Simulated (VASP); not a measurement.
## Cu under changes of volume

One of the cells (12.047 Å³/atom); the others are scaled copies at fixed shape and fractional positions:

```
Cu
1.0
     0.00000    1.81947    1.81947
     1.81947    0.00000    1.81947
     1.81947    1.81947    0.00000
Cu
1
Direct
  0.00000 0.00000 0.00000
```

| Item | Value |
| --- | --- |
| Program | VASP 6.6.1 |
| Functional | PBE |
| Potentials or basis | VASP PAW PBE potentials, release 64 (Cu) |
| Cutoff | 520 eV |
| k mesh | 13 × 13 × 13 |
| Occupations | fermi-dirac, width 0.05 eV |
| Spin | no spin polarisation |

```csv
volume (Å³/atom),energy over the lowest point (meV/atom),pressure (GPa)
11.102,?,?
11.338,17.54,9.0
11.574,6.88,5.4
12.047,0.00,-0.6
12.283,2.71,-3.2
12.519,8.93,-5.4
```

Question: What does the run at 11.102 Å³/atom give?

Answer: Energy over the lowest point 33.83 meV/atom; pressure 13.0 GPa.

Worked out: A Birch-Murnaghan fit of order 3 (a polynomial in V^(-2/3)) to the other rows has its minimum at 12.00 Å³/atom with B0 = V·E''(V) = 139 GPa and B' = 5.1. It gives 33.82 meV/atom at 11.102 Å³/atom, against the run's 33.83, and -dE/dV = 13.1 GPa, against 13.0.

Energies are extrapolated to zero smearing.
